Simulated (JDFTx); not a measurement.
Here is a JDFTx 1.7.0 (patched build) calculation.

File P.in:

```
include P.lattice
coords-type Lattice
include P.ionpos

ion-species pseudo/P.upf
elec-cutoff 22 176
elec-ex-corr gga-PBEsol
kpoint-folding 8 8 6
elec-smearing Fermi 0.0018374661
elec-n-bands 16
electronic-SCF nIterations 100 energyDiffThreshold 1e-09
electronic-minimize nIterations 30 energyDiffThreshold 1e-7
converge-empty-states yes
forces-output-coords Cartesian

dump-name run.$VAR
dump End Ecomponents EigStats BandEigs Kpoints Forces Stress ElecDensity Dtot KEdensity
```

Contents of P.lattice:

```
lattice \
    3.1137832283     3.1137832283     0.0000000000 \
  -10.3274245612    10.3274245612     0.0000000000 \
    0.0000000000     0.0000000000     8.5862268752
```

The input P.ionpos:

```
ion P      0.9041431300     0.0958568700     0.5888151700 1
ion P      0.0958568700     0.9041431300     0.4111848300 1
ion P      0.5958568700     0.4041431300     0.0888151700 1
ion P      0.4041431300     0.5958568700     0.9111848300 1
```

Potentials or basis: PseudoDojo-SR-PBEsol-0.4.1-standard with smoothed tails.

Command:

```console
$ jdftx -c 1 -i P.in -o P.out
```

Estimate the pressure.

-0.6 GPa.

Estimate the largest force.

0.297 eV/Å.

Forces on the atoms (eV/Å):
```
P    0.000  0.116 -0.273
P    0.000 -0.116  0.273
P    0.000 -0.116 -0.273
P    0.000  0.116  0.273
```
